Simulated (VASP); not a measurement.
Wanted: the native input for a VASP 6.6.1 run.

```
Task                               : band structure
Functional                         : PBE0
Potentials or basis                : VASP PAW PBE potentials, release 64 (Ge_d)
Cutoff                             : 520 eV
k mesh                             : 6 × 6 × 6
Occupations                        : gaussian, width 0.03 eV
Spin                               : no spin polarisation
Grid for exact exchange (PRECFOCK) : Fast
Exchange at q = 0                  : truncated
Further INCAR settings             : ALGO = Normal; EDIFF = 1e-06; NBANDS = 21
```

Ge:

```
CELL_PARAMETERS angstrom
0.00000 2.83675 2.83675
2.83675 0.00000 2.83675
2.83675 2.83675 0.00000
ATOMIC_POSITIONS crystal
Ge 0.75000 0.75000 0.75000
Ge 0.50000 0.50000 0.50000
```

The cell was built by a generator and needn't be a form met in nature.

The input as run:

POSCAR

```
Ge                                      
1.0
    0.0000000000      2.8367480132      2.8367480132
    2.8367480132      0.0000000000      2.8367480132
    2.8367480132      2.8367480132      0.0000000000
  Ge            
     2
Direct
     0.7500000000000000    0.7500000000000000    0.7500000000000000
     0.5000000000000000    0.5000000000000000    0.5000000000000000
```

INCAR.step1

```
  PREC = Accurate
  ENCUT = 520
  EDIFF = 1E-5
  ISMEAR = 0
  SIGMA = 0.03
  LREAL = F
  LASPH = T
  NELM = 80
  ALGO = Normal
  ISIF = 2
  LWAVE = T
  LCHARG = F
  NBANDS = 21
  KPAR = 2
  GGA = PE
```

INCAR.step2

```
  PREC = Accurate
  ENCUT = 520
  EDIFF = 1E-6
  ISMEAR = 0
  SIGMA = 0.03
  LREAL = F
  LASPH = T
  NELM = 80
  ALGO = Normal
  ISIF = 2
  LWAVE = F
  LCHARG = F
  GGA = PE
  LHFCALC = T
  AEXX = 0.25
  PRECFOCK = Fast
  HFRCUT = -1
  NBANDS = 21
  KPAR = 2
  ISTART = 1
```

KPOINTS

```
Automatic mesh
0
Gamma
  6 6 6
```

KPOINTS_OPT

```
explicit points
9
Reciprocal
 0.0000000000  0.0000000000  0.0000000000 1
 0.3750000000  0.3750000000  0.7500000000 1
 0.5000000000  0.5000000000  0.5000000000 1
 0.6250000000  0.2500000000  0.6250000000 1
 0.5000000000  0.2500000000  0.7500000000 1
 0.5000000000  0.0000000000  0.5000000000 1
 0.4000000000  0.0000000000  0.4000000000 1
 0.4250000000  0.0000000000  0.4250000000 1
 0.4500000000  0.0000000000  0.4500000000 1
```

Potentials or basis: VASP PAW PBE potentials, release 64 (Ge_d).

Command:

```sh
$ cat potpaw_PBE.64/Ge_d/POTCAR > POTCAR
$ cp INCAR.step1 INCAR
$ mpirun -np 2 vasp_std > vasp.out
$ cp INCAR.step2 INCAR
$ mpirun -np 2 vasp_std > vasp.out
```

It gave:

```json
{"Pressure": "0.1 GPa", "Band gap on the k mesh": "1.38 eV, direct", "Band gap along the path": "1.38 eV, direct"}
```

Caveat: the PAW data sets were made with another functional, which shifts forces and pressure a little.

Run time: 49 min on 2 MPI ranks on Intel(R) Xeon(R) Platinum 8488C (Sapphire Rapids), with other jobs on the host, peak memory 0.2 GiB a rank.
